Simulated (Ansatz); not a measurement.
# Dielectric response of KF (001) films, part 2 of 6

Aim: the electronic and static ε of rocksalt KF (001) from films of three thicknesses in a field.

Ansatz 0.2.0; plane-wave DFT, PBE, Ansatz PAW (the session's first sound run).

So far. Step 2 (Relaxing the film, 6 atoms, units 3): The gap is 5.18 eV, with the valence edge 5.98 eV and the conduction edge 0.80 eV under the upper vacuum level.

**3. The relaxed film, single point, 6 atoms, units 3**

The film was relaxed beforehand; a single point on the relaxed positions gives its levels and potential.

The input, input.yaml:

```yaml
crystal:
  lattice:
    - [3.78302128, 0.0, 0.0]
    - [0.0, 3.78302128, 0.0]
    - [0.0, 0.0, 23.35]
  atoms:
    - { symbol: K, position: [0.5, 0.5, 0.3838057497] }
    - { symbol: F, position: [0.0, 0.0, 0.3846992751] }
    - { symbol: K, position: [0.0, 0.0, 0.4999999962] }
    - { symbol: F, position: [0.5, 0.5, 0.4999999972] }
    - { symbol: K, position: [0.5, 0.5, 0.6161942593] }
    - { symbol: F, position: [0.0, 0.0, 0.6153007224] }
kpoints:
  mp_grid: { grid: [8, 8, 1] }
hamiltonian:
  xc: pbe
scf:
  occupations: { method: fixed }
  convergence: { dr2_threshold: 1.0e-09 }
efield:
  axis: 3
  dipole_correction: true
  ramp_position: 0.97
  ramp_width: 0.06
output:
  eigenvalues: true
  write_potential: true
  write_density: true
  volumetric_format: npy
```

On the command line:

```sh
> ansatz run input.yaml --threads 4 --pin off --max-ram 8192MiB --backend cpu --events-out ev --progress --plain --runs-dir out
```

Numbers of over 12 decimals in the logs are rounded to 6 here.

The program printed:

```text
[...]
Crystal: 6 atoms, lattice volume = 334.168 Å³
Basis set: ecut = 420 eV, 6495 PW (Γ)
Bands: 30, of which v1, the nominal top of the filled ones, is band 24 counted from 1 (23 counted from 0)
Symmetry: 8 space group operations
k-points: 15 of 64
[...]
SCF iter   1: F=—  HF=-7046.095344 eV  |F-HF|=—  |Δ(HF+E_count)|=         —  Δρ=6.22e-4  dr2=1.38e-3  ethr=1.77e-3  p=0.000 e·Å  D=5.96e-8 V/Å  ΔV_dip=-0.00 eV  dr2_dipole=5.76e-10  V_vac-E_F(+/−)=5.94/5.94 eV  ⟨swp⟩=5.5  Hψ=1759  notcnv=0  defer=46
[...]
SCF iter   8: F=-7046.095752 eV  HF=-7046.095752 eV  |F-HF|=7.06e-10  |Δ(HF+E_count)|=   4.05e-9  Δρ=2.43e-7  dr2=9.42e-11  ethr=2.08e-12  p=0.000 e·Å  D=3.24e-8 V/Å  ΔV_dip=-0.00 eV  dr2_dipole=6.74e-15  V_vac-E_F(+/−)=5.98/5.98 eV  ⟨swp⟩=13.5  Hψ=2177  notcnv=0
SCF 1 converged in 8 iterations: F = -7046.095752 eV  dr2 = 9.42e-11
[...]
SCF converged after 8 iterations
Free energy (F): -7046.095752 eV
[...]
Internal energy: -7046.095752 eV  (E = F + TS)
E sigma→0 (E₀):  -7046.095752 eV
Fermi energy:    -3.383202 eV
Dipole field:    D = 0.000000 V/Å  (p = 0.000000 e·Å, saw-weighted, corrected)
Work function:   Φ+ = 5.9832 eV   Φ− = 5.9831 eV
[...]
--- Band table (eV; the first three rows and the last of 15) ---
  k-point 0: bands = [... 20 lower, -3.3957, -3.3957, -3.3832, -3.3832, 1.7989, 1.9557, 2.7375, 3.4902, ... 2 higher]
  k-point 1: bands = [... 20 lower, -3.4821, -3.4677, -3.4400, -3.4279, 1.9899, 2.1258, 2.9170, 3.6665, ... 2 higher]
  k-point 2: bands = [... 20 lower, -3.6423, -3.5452, -3.5342, -3.5042, 2.5202, 2.6168, 3.4364, 4.1746, ... 2 higher]
  k-point 14: bands = [... 20 lower, -3.5226, -3.4879, -3.4879, -3.4286, 4.9301, 4.9301, 5.6789, 5.6789, ... 2 higher]
```

Elapsed: 4.3 s, on 4 threads of Arm Neoverse V1, shared host; peak memory 0.59 GiB; 17 s of CPU time.

Numbers from this step:

- dipole along the normal: 2.18e-7 e·Å
- electron affinity, upper face: 0.8011 eV

Running mean over 2.675 Å of the planar mean; the ramp of the sawtooth is left out. The electron's electrostatic potential energy less the highest filled level by z:

z (Å), electron's electrostatic potential energy less the highest filled level (eV) and a bar from the least value:
```
      3.0       5.98 ##############################
      3.5       5.98 ##############################
      4.0       5.98 ##############################
      4.5       5.98 ##############################
      5.0       5.98 ##############################
      5.5       5.98 ##############################
      6.0       5.97 ##############################
      6.5       5.92 ##############################
      7.0       5.60 ############################
      7.5       4.15 ##################
      8.0       2.21 ######
      8.5       1.39 #
      9.0       1.26 
      9.5       1.26 
     10.0       1.34 #
     10.5       1.36 #
     11.0       1.30 
     11.5       1.27 
     12.0       1.27 
     12.5       1.32 
     13.0       1.37 #
     13.5       1.31 
     14.0       1.25 
     14.5       1.28 
     15.0       1.50 ##
     15.5       2.73 #########
     16.0       4.71 ######################
     16.5       5.76 #############################
     17.0       5.94 ##############################
     17.5       5.97 ##############################
     18.0       5.98 ##############################
     18.5       5.98 ##############################
     19.0       5.98 ##############################
     19.5       5.98 ##############################
     20.0       5.98 ##############################
```

The gap is 5.18 eV, with the valence edge 5.98 eV and the conduction edge 0.80 eV under the upper vacuum level.

**4. Single point, 6 atoms, units 3, field 0.05 V/Å**

A sawtooth potential applies the field, turning back in the middle of the vacuum. With the dipole correction the typed value is the field outside the slab. The induced dipole is small, so the SCF threshold is tight.

input.yaml, as its differences from that of step 3:

```diff
@@ -18,3 +18,3 @@
   occupations: { method: fixed }
-  convergence: { dr2_threshold: 1.0e-09 }
+  convergence: { dr2_threshold: 1.0e-10 }
 efield:
@@ -24,4 +24,4 @@
   ramp_width: 0.06
+  amplitude: 0.05
 output:
-  eigenvalues: true
   write_potential: true
```

The program printed:

```text
[...]
Crystal: 6 atoms, lattice volume = 334.168 Å³
Basis set: ecut = 420 eV, 6495 PW (Γ)
Bands: 30, of which v1, the nominal top of the filled ones, is band 24 counted from 1 (23 counted from 0)
Symmetry: 8 space group operations
k-points: 15 of 64
[...]
SCF iter   1: F=—  HF=-7050.892376 eV  |F-HF|=—  |Δ(HF+E_count)|=         —  Δρ=5.93e-2  dr2=1.38e1  ethr=3.10e-3  p=0.035 e·Å  D=1.90e-2 V/Å  ΔV_dip=-0.44 eV  dr2_dipole=3.02e-4  V_vac-E_F(+/−)=13.89/13.27 eV  ⟨swp⟩=5.9  Hψ=1691  notcnv=0  defer=56
[...]
SCF iter  12: F=-7046.096168 eV  HF=-7046.096168 eV  |F-HF|=6.37e-12  |Δ(HF+E_count)|=  1.49e-10  Δρ=1.27e-7  dr2=2.19e-11  ethr=1.00e-12  p=0.017 e·Å  D=9.02e-3 V/Å  ΔV_dip=-0.21 eV  dr2_dipole=8.66e-15  V_vac-E_F(+/−)=6.34/5.48 eV  ⟨swp⟩=12.6  Hψ=1906  notcnv=0
SCF 1 converged in 12 iterations: F = -7046.096168 eV  dr2 = 2.19e-11
[...]
SCF converged after 12 iterations
[...]
Free energy (F): -7046.096168 eV
[...]
Internal energy: -7046.096168 eV  (E = F + TS)
E sigma→0 (E₀):  -7046.096168 eV
Fermi energy:    -3.322252 eV
Dipole field:    D = 0.009015 V/Å  (p = 0.016649 e·Å, saw-weighted, corrected)
Work function:   not extracted (applied field tilts the vacuum); planar V_es + V_field profile in the machine report
[...]
--- Band table (eV; the first three rows and the last of 15) ---
  k-point 0: bands = [... 20 lower, -3.4564, -3.4564, -3.3223, -3.3223, 1.6997, 2.0455, 2.6580, 3.5085, ... 2 higher]
  k-point 1: bands = [... 20 lower, -3.5011, -3.4785, -3.4129, -3.3667, 1.8818, 2.2252, 2.8359, 3.7224, ... 2 higher]
  k-point 2: bands = [... 20 lower, -3.6157, -3.6071, -3.4805, -3.4723, 2.3943, 2.7351, 3.3521, 4.2405, ... 2 higher]
  k-point 14: bands = [... 20 lower, -3.5698, -3.4383, -3.4383, -3.4047, 4.9246, 4.9246, 5.6786, 5.6786, ... 2 higher]
```

It took 5.2 s on 4 threads; peak memory 0.58 GiB.

This step gave:

```
gap on the k-mesh       : 5.022 eV
dipole along the normal : 0.01665 e·Å
```

The dipole is 0.0166 e·Å, and the gap on the mesh 5.022 eV.

**5. Atoms held, 6 atoms, units 3, field -0.05 V/Å**

input.yaml, as its differences from that of step 4:

```diff
@@ -24,3 +24,3 @@
   ramp_width: 0.06
-  amplitude: 0.05
+  amplitude: -0.05
 output:
```

The program printed:

```text
[...]
Crystal: 6 atoms, lattice volume = 334.168 Å³
Basis set: ecut = 420 eV, 6495 PW (Γ)
Bands: 30, of which v1, the nominal top of the filled ones, is band 24 counted from 1 (23 counted from 0)
Symmetry: 8 space group operations
k-points: 15 of 64
[...]
k-point 0: bands = [... 20 lower, -3.4564, -3.4564, -3.3223, -3.3223, 1.6997, 2.0455, 2.6580, 3.5085, ... 2 higher]
  k-point 1: bands = [... 20 lower, -3.5011, -3.4785, -3.4129, -3.3667, 1.8818, 2.2252, 2.8359, 3.7224, ... 2 higher]
  k-point 2: bands = [... 20 lower, -3.6157, -3.6071, -3.4805, -3.4723, 2.3943, 2.7351, 3.3521, 4.2405, ... 2 higher]
  k-point 14: bands = [... 20 lower, -3.5698, -3.4383, -3.4383, -3.4047, 4.9246, 4.9246, 5.6786, 5.6786, ... 2 higher]
[key lines of the parts left out:]
SCF converged after 12 iterations
Free energy (F): -7046.096168 eV
Fermi energy:    -3.322252 eV
Dipole field:    D = -0.009015 V/Å  (p = -0.016649 e·Å, saw-weighted, corrected)
```

Wall time 5.4 s (4 threads); peak memory 0.58 GiB.

The dipole is -0.0166 e·Å, and the gap on the mesh 5.022 eV.

**6. Response with the atoms held, 6 atoms, units 3**

This step: plane-wave DFT, PBE, Ansatz PAW; response to a field along the normal, atoms held (Ansatz 0.2.0).

The two fields give this film's response with the atoms held: the electronic part.

Numbers from this step:

| Property | Result |
| --- | --- |
| equivalent conductor thickness p/(ε₀AE) | 4.210 Å |
| distance between the outer atoms | 5.426 Å |
| thickness | 8.025 Å |

Local field over the applied field, running mean. From the potentials at -0.05 and 0.05 V/Å; running mean over 2.675 Å, taken twice. Table of local field over applied field by z:

z (Å), local field over applied field and a bar from the least value:
```
      4.5      0.998 ##############################
      5.0      0.994 ##############################
      5.5      0.983 #############################
      6.0      0.957 ###########################
      6.5      0.907 #########################
      7.0      0.835 ####################
      7.5      0.749 ###############
      8.0      0.663 ##########
      8.5      0.589 #####
      9.0      0.537 ##
      9.5      0.509 #
     10.0      0.500 
     10.5      0.499 
     11.0      0.499 
     11.5      0.499 
     12.0      0.499 
     12.5      0.499 
     13.0      0.499 
     13.5      0.501 
     14.0      0.514 #
     14.5      0.550 ###
     15.0      0.609 #######
     15.5      0.688 ###########
     16.0      0.775 #################
     16.5      0.859 ######################
     17.0      0.925 ##########################
     17.5      0.967 ############################
     18.0      0.987 #############################
     18.5      0.995 ##############################
     19.0      0.998 ##############################
```

Electrons, planar mean, per unit field. The induced electron density by z:

z (Å), induced electron density (e/Å³ per V/Å) and a bar from the least value:
```
      4.5    0.00000 ###############
      5.0    0.00001 ###############
      5.5    0.00002 ###############
      6.0    0.00007 ###############
      6.5    0.00020 ################
      7.0    0.00054 #################
      7.5    0.00142 #####################
      8.0    0.00314 ############################
      8.5    0.00272 ##########################
      9.0    0.00021 ################
      9.5   -0.00344 
     10.0   -0.00211 ######
     10.5    0.00117 ####################
     11.0    0.00362 ##############################
     11.5    0.00025 ################
     12.0   -0.00152 ########
     12.5   -0.00324 #
     13.0   -0.00018 ##############
     13.5    0.00299 ###########################
     14.0    0.00223 ########################
     14.5   -0.00017 ##############
     15.0   -0.00354 
     15.5   -0.00257 ####
     16.0   -0.00107 ##########
     16.5   -0.00040 #############
     17.0   -0.00015 ##############
     17.5   -0.00005 ###############
     18.0   -0.00002 ###############
     18.5   -0.00001 ###############
     19.0    0.00000 ###############
```

By hand: between -0.05 and 0.05 V/Å the dipole changes by 0.03330 e·Å, a slope of 0.3330 e·Å²/V. A perfect conductor of thickness t has p = ε₀AEt, so t = 180.95 × 0.3330 / 14.311 = 4.21 Å (e/ε₀ = 180.95 V·Å, A in Å²).

The induced dipole is that of a conductor 4.21 Å thick.

**7. Relaxing in the field, 6 atoms, field 0.05 V/Å**

This step: plane-wave DFT, PBE, Ansatz PAW (Ansatz 0.2.0).

Now the atoms may follow the field. A weak field makes forces of meV/Å to tens of meV/Å, so the force tolerance is set well below the usual one.

input.yaml, as its differences from that of step 5:

```diff
@@ -24,3 +24,6 @@
   ramp_width: 0.06
-  amplitude: -0.05
+  amplitude: 0.05
+relax:
+  f_tol: 0.0006
+  max_steps: 70
 output:
```

The program printed:

```text
[...]
Crystal: 6 atoms, lattice volume = 334.168 Å³
Basis set: ecut = 420 eV, 6495 PW (Γ), exchange–correlation on 54×54×320 points (8 copies of the dense FFT grid, shifted against one another)
Bands: 30, of which v1, the nominal top of the filled ones, is band 24 counted from 1 (23 counted from 0)
Symmetry: 8 space group operations
k-points: 15 of 64
[...]
SCF iter   1: F=—  HF=-7050.891909 eV  |F-HF|=—  |Δ(HF+E_count)|=         —  Δρ=5.93e-2  dr2=1.38e1  ethr=3.10e-3  p=0.035 e·Å  D=1.90e-2 V/Å  ΔV_dip=-0.44 eV  dr2_dipole=3.02e-4  V_vac-E_F(+/−)=13.89/13.27 eV  ⟨swp⟩=5.9  Hψ=1691  notcnv=0  defer=56
[...]
SCF iter  12: F=-7046.095930 eV  HF=-7046.095930 eV  |F-HF|=1.27e-11  |Δ(HF+E_count)|=  1.85e-10  Δρ=1.29e-7  dr2=2.30e-11  ethr=1.00e-12  p=0.017 e·Å  D=9.01e-3 V/Å  ΔV_dip=-0.21 eV  dr2_dipole=1.41e-15  V_vac-E_F(+/−)=6.34/5.48 eV  ⟨swp⟩=6.0  Hψ=2083  notcnv=0
SCF 1 converged in 12 iterations: F = -7046.095930 eV  dr2 = 2.30e-11
[...]
relax step   1: F+E_penalty+E_count = -7046.09593029 eV  Δ(F+E_penalty+E_count) = +0.000e0 eV  max|allowed force component| = 2.841e-2 eV/Å  Δτ_max = 0.0000 Å  (12 SCF iters, accepted)
[...]
SCF iter   8: F=-7046.094929 eV  HF=-7046.094929 eV  |F-HF|=9.37e-11  |Δ(HF+E_count)|=  6.27e-10  Δρ=2.52e-7  dr2=6.35e-11  ethr=1.00e-12  p=0.057 e·Å  D=3.11e-2 V/Å  ΔV_dip=-0.73 eV  dr2_dipole=7.30e-14  V_vac-E_F(+/−)=6.08/5.73 eV  ⟨swp⟩=6.0  Hψ=2081  notcnv=0
SCF 2 converged in 8 iterations: F = -7046.094929 eV  dr2 = 6.35e-11
relax step   2: F+E_penalty+E_count = -7046.09492947 eV  Δ(F+E_penalty+E_count) = +1.001e-3 eV  max|allowed force component| = 5.874e-2 eV/Å  Δτ_max = 0.0185 Å  (8 SCF iters, rejected (line search))
SCF iter   1: F=—  HF=-7046.097236 eV  |F-HF|=—  |Δ(HF+E_count)|=         —  Δρ=3.50e-4  dr2=1.45e-3  ethr=3.49e-5  p=0.057 e·Å  D=3.11e-2 V/Å  ΔV_dip=-0.73 eV  dr2_dipole=5.99e-4  V_vac-E_F(+/−)=6.08/5.74 eV  ⟨swp⟩=4.3  Hψ=957  notcnv=0  defer=60
[...]
SCF iter   8: F=-7046.096294 eV  HF=-7046.096294 eV  |F-HF|=4.37e-11  |Δ(HF+E_count)|=  3.97e-10  Δρ=1.83e-7  dr2=3.81e-11  ethr=1.00e-12  p=0.031 e·Å  D=1.69e-2 V/Å  ΔV_dip=-0.39 eV  dr2_dipole=2.51e-14  V_vac-E_F(+/−)=6.30/5.62 eV  ⟨swp⟩=6.0  Hψ=2145  notcnv=0
SCF 3 converged in 8 iterations: F = -7046.096294 eV  dr2 = 3.81e-11
relax step   3: F+E_penalty+E_count = -7046.09629363 eV  Δ(F+E_penalty+E_count) = -3.633e-4 eV  max|allowed force component| = 3.717e-4 eV/Å  Δτ_max = 0.0055 Å  (8 SCF iters, accepted)
NSCF: frozen V_eff on 15 k-points
[...]
SCF converged after 8 iterations
[...]
Free energy (F): -7046.096294 eV
[...]
Internal energy: -7046.096294 eV  (E = F + TS)
E sigma→0 (E₀):  -7046.096294 eV
Fermi energy:    -3.376415 eV
Dipole field:    D = 0.016893 V/Å  (p = 0.031197 e·Å, saw-weighted, corrected)
Work function:   not extracted (applied field tilts the vacuum); planar V_es + V_field profile in the machine report
[...]
--- Forces (eV/Å), atoms counted from 1 ---
  atom   1  K      0.00000000     0.00000000    -0.00016152
  atom   2  F      0.00000000     0.00000000    -0.00012225
  atom   3  K     -0.00000000     0.00000000    -0.00031147
  atom   4  F      0.00000000     0.00000000    -0.00011736
  atom   5  K      0.00000000     0.00000000     0.00034148
  atom   6  F     -0.00000000     0.00000000     0.00037181
  max |Σ_I F_I| component: 7.00e-7 eV/Å
--- Band table (eV; the first three rows and the last of 15) ---
  k-point 0: bands = [... 20 lower, -3.4025, -3.4025, -3.3764, -3.3764, 1.7675, 1.9788, 2.7208, 3.5088, ... 2 higher]
  k-point 1: bands = [... 20 lower, -3.4862, -3.4623, -3.4469, -3.4210, 1.9538, 2.1537, 2.9001, 3.7080, ... 2 higher]
  k-point 2: bands = [... 20 lower, -3.6431, -3.5525, -3.5268, -3.5030, 2.4736, 2.6555, 3.4188, 4.2263, ... 2 higher]
  k-point 14: bands = [... 20 lower, -3.5258, -3.4848, -3.4848, -3.4275, 4.9299, 4.9299, 5.6787, 5.6787, ... 2 higher]
--- Relaxed structure (3 steps of the walk, 2 accepted, 0 SCFs on fresh bases) ---
  F+E_penalty+E_count = -7046.09629363 eV   max|allowed force component| = 3.717e-4 eV/Å
  atoms:
    - { symbol: K, position: [0.5, 0.5, 0.384033] }
    - { symbol: F, position: [0, 0.0, 0.384472] }
    - { symbol: K, position: [0, 0.0, 0.500104] }
    - { symbol: F, position: [0.5, 0.5, 0.499903] }
    - { symbol: K, position: [0.5, 0.5, 0.616422] }
    - { symbol: F, position: [0, 0.0, 0.615066] }
```

Wall time 11 s (4 threads); peak memory 0.56 GiB.

Relaxation path:

```
step  energy less that of the first step (eV)  largest force component (eV/Å)
   1                                   0.0000                          0.0284
   2                                   0.0010                          0.0587
   3                                  -0.0004                          0.0004
```

Relaxation step 2 was tried and not accepted.

Forces are held to the 8 operations that the run works with; a distortion that breaks them can't arise in this run.

The relaxed structure:

```xyz
6
Lattice="3.7830 0.0000 0.0000 0.0000 3.7830 0.0000 0.0000 0.0000 23.3500" Properties=species:S:1:pos:R:3
K     1.8915    1.8915    8.9672
F     0.0000    0.0000    8.9774
K     0.0000    0.0000   11.6774
F     1.8915    1.8915   11.6727
K     1.8915    1.8915   14.3935
F     0.0000    0.0000   14.3618
```

Numbers from this step:

* gap on the k-mesh: 5.144 eV
* dipole along the normal: 0.03120 e·Å

The relaxation took 3 steps and lowered the energy by 3.6e-4 eV; the largest force on the free atoms ends at 3.7e-4 eV/Å.

The dipole is 0.0312 e·Å, and the gap on the mesh 5.144 eV.

**8. Field on, atoms free, 6 atoms, field -0.05 V/Å**

The opposite sign, again from the field-free geometry; the difference of the two cancels what relaxes without a field.

input.yaml, as its differences from that of step 7:

```diff
@@ -24,3 +24,3 @@
   ramp_width: 0.06
-  amplitude: 0.05
+  amplitude: -0.05
 relax:
```

The program printed:

```text
[...]
Crystal: 6 atoms, lattice volume = 334.168 Å³
Basis set: ecut = 420 eV, 6495 PW (Γ), exchange–correlation on 54×54×320 points (8 copies of the dense FFT grid, shifted against one another)
Bands: 30, of which v1, the nominal top of the filled ones, is band 24 counted from 1 (23 counted from 0)
Symmetry: 8 space group operations
k-points: 15 of 64
[...]
--- Relaxed structure (4 steps of the walk, 3 accepted, 0 SCFs on fresh bases) ---
  F+E_penalty+E_count = -7046.09629375 eV   max|allowed force component| = 2.763e-4 eV/Å
  atoms:
    - { symbol: K, position: [0.5, 0.5, 0.383567] }
    - { symbol: F, position: [0, 0.0, 0.384924] }
    - { symbol: K, position: [0, 0.0, 0.499897] }
    - { symbol: F, position: [0.5, 0.5, 0.500095] }
    - { symbol: K, position: [0.5, 0.5, 0.615976] }
    - { symbol: F, position: [0, 0.0, 0.615539] }
[key lines of the parts left out:]
SCF converged after 5 iterations
Free energy (F): -7046.096294 eV
Fermi energy:    -3.376217 eV
Dipole field:    D = -0.016887 V/Å  (p = -0.031185 e·Å, saw-weighted, corrected)
```

It took 12 s on 4 threads; peak memory 0.56 GiB; 48 s of CPU time.

Step by step:

```
step  energy less that of the first step (eV)  largest force component (eV/Å)
   1                                   0.0000                          0.0284
   2                                   0.0010                          0.0587
   3                                  -0.0004                          0.0016
   4                                  -0.0004                          0.0003
```

Relaxation step 2 was tried and not accepted.

Forces are held to the 8 operations that the run works with; a distortion that breaks them can't arise in this run.

Final coordinates:

```cif
data_structure
_symmetry_space_group_name_H-M 'P 1'
_symmetry_Int_Tables_number 1
_cell_length_a 3.7830
_cell_length_b 3.7830
_cell_length_c 23.3500
_cell_angle_alpha 90.000
_cell_angle_beta 90.000
_cell_angle_gamma 90.000
_cell_volume 334.17
loop_
_atom_site_label
_atom_site_type_symbol
_atom_site_fract_x
_atom_site_fract_y
_atom_site_fract_z
_atom_site_occupancy
K1 K 0.50000 0.50000 0.38357 1
F2 F 0.00000 0.00000 0.38492 1
K3 K 0.00000 0.00000 0.49990 1
F4 F 0.50000 0.50000 0.50010 1
K5 K 0.50000 0.50000 0.61598 1
F6 F 0.00000 0.00000 0.61554 1
```

The relaxation took 4 steps and lowered the energy by 3.6e-4 eV; the largest force on the free atoms ends at 2.8e-4 eV/Å.

The dipole is -0.0312 e·Å, and the gap on the mesh 5.144 eV.

(Continued in part 3 of 6.)

[Logs are printed without paths, hosts, clocks, repeated set-up lines and the standing remarks that a program may print on its own settings, such as how far it seeks lower states.]

[Hosts, paths, dates, database ids (printed as entryN), source tags and the programs' standing remarks are cut or masked in the printed files.]

[Maps of the electrostatic potential energy from Ansatz leave out the sawtooth potential of an applied field or a dipole correction, so their vacuum need not be flat; planar profiles and work functions include it.]
